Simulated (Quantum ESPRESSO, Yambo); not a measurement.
An input for Yambo 5.3.0 (CdSe (F-43m)):

```
HF_and_locXC
gw0
dyson
ppa
em1d
rim_cut
RandQpts= 1000000
RandGvec= 1 RL
EXXRLvcs= 104 Ry
VXCRLvcs= 416 Ry
Chimod= "HARTREE"
% BndsRnXp
 1 | 187 |
%
NGsBlkXp= 14.5 Ry
% LongDrXp
 1 | 1 | 1 |
%
% GbndRnge
 1 | 187 |
%
DysSolver= "n"
ExtendOut
PPAPntXp= 27.21138 eV
% QPkrange
 1 | 1 | 21 | 24 |
%
```

```sh
OMP_NUM_THREADS=1 mpirun -n 8 yambo -F gw4.in -J gw4 -C gw4 > gw4.log
```

The stored states that it reads are on a 4×4×4 mesh. The structure is cubic, space group F-43m (No. 216). Conventional cell: a = 6.050 Å, b = 6.050 Å, c = 6.050 Å, α = 90.00°, β = 90.00°, γ = 90.00°. Nearest to Cd lie 4 Se at 2.62 Å. Nearest to Se lie 4 Cd at 2.62 Å. Farther neighbours and most contacts between anions are not listed.

Estimate wall time and host memory on 8 MPI ranks of Intel Xeon at 2.60GHz (Ice Lake), shared host.

It took 2.9 min; on shared hardware allow 86 s to 5.7 min. Peak host memory was 4.8 GiB.

The screening grows as filled bands × empty bands × pairs of k points, times the square of the screening basis for the matrix.

[Paths, hosts, dates, memory and timing lines, banners, echoed tables and standing remarks are left out of the program output.]

[Logs are printed without paths, hosts, clocks, repeated set-up lines and the standing remarks that a program may print on its own settings, such as how far it seeks lower states.]

[Runs of the session that timed out or met a known fault of the program may be left out.]

[Hosts, paths, dates, database ids (printed as entryN), source tags and the programs' standing remarks are cut or masked in the printed files.]
